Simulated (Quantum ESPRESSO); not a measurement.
AlN:

```
CELL_PARAMETERS angstrom
0.00000 2.18399 2.18399
2.18399 0.00000 2.18399
2.18399 2.18399 0.00000
ATOMIC_POSITIONS crystal
Al 0.00000 0.00000 0.00000
N 0.25000 0.25000 0.25000
```

Measurements of this composition are mostly on another form, of space group No. 186.

| Quantity | Value |
| --- | --- |
| Program | Quantum ESPRESSO 7.5 |
| Task | phonons |
| Functional | AM05 |
| Potentials or basis | PseudoDojo 0.4.1 SR PBE standard |
| Cutoff | 1143 eV |
| Density cutoff | 4572 eV |
| k mesh | 6 × 6 × 6, shifted |
| Occupations | fermi-dirac, width 0.05 eV |
| Spin | no spin polarisation |
| Mixing beta | 0.5 |
| Most SCF iterations | 120 |
| SCF threshold | 4e-10 Ry |

The cell and the atoms were relaxed first, to 10.52 Å³/atom (a = 3.099 Å, b = 3.099 Å, c = 3.099 Å, α = 60.00°, β = 60.00°, γ = 60.00°), and the response was taken there.

The first run showed a gap, so the response started from a second, tighter run with fixed occupations.

**Question.** Which optical modes does the crystal have at the zone centre, and which show in infrared and Raman spectra?

**Answer.** The optical modes are T2. Infrared active: T2. Raman active: T2.

Optical modes at Γ, degenerate ones joined, polar ones without the macroscopic field:
```csv
cm⁻¹,components,symmetry,active in,"IR intensity, summed ((D/Å)²/amu)"
656,3,T2,IR and Raman,47.74
```

Zone-centre frequencies without and with the macroscopic field along z (cm⁻¹):
|  | optical modes in rising order |
| --- | --- |
| without | 656 656 656 |
| with the field | 656 656 882 |

Born effective charge tensors (e):
atom 1, Al
```
2.52 0.00 0.00
0.00 2.52 0.00
0.00 0.00 2.52
```
atom 2, N
```
-2.52  0.00  0.00
 0.00 -2.52  0.00
 0.00  0.00 -2.52
```

Caveat: the potentials were made for another functional, which shifts forces and pressure.
